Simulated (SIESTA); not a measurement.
The system is GeS.

```
Ge S
1.0
    10.48100    0.00000    0.00000
     0.00000    3.64600    0.00000
     0.00000    0.00000    4.29900
Ge S
4 4
Direct
  0.87790 0.75000 0.87230
  0.62210 0.25000 0.37230
  0.37790 0.75000 0.62770
  0.12210 0.25000 0.12770
  0.15050 0.75000 0.49770
  0.34950 0.25000 0.99770
  0.65050 0.75000 0.00230
  0.84950 0.25000 0.50230
```

Base run:

* Program: SIESTA 5.4.2
* Functional: PBE
* Potentials or basis: PseudoDojo 0.4 standard (PBE files)
* Basis: DZP (energy shift 0.003 Ry; two zetas on semicore shells)
* Grid cutoff: 800 Ry
* Energy shift: 0.003 Ry
* k mesh: 3 × 7 × 6
* Occupations: fermi-dirac, width 0.05 eV
* Spin: no spin polarisation

Its results: band gap on the k mesh 1.04 eV, direct; pressure 4.0 GPa; largest force 0.538 eV/Å.

The run is repeated on the same cell with these changes: functional from PBE to LDA; potentials or basis from PseudoDojo 0.4 standard (PBE files) to PseudoDojo 0.4 standard (LDA files). What comes out?

Band gap on the k mesh 0.96 eV, direct; pressure -1.1 GPa; largest force 0.345 eV/Å.

Caveats: the basis of atomic orbitals isn't converged, which shifts pressures, moduli and gaps.
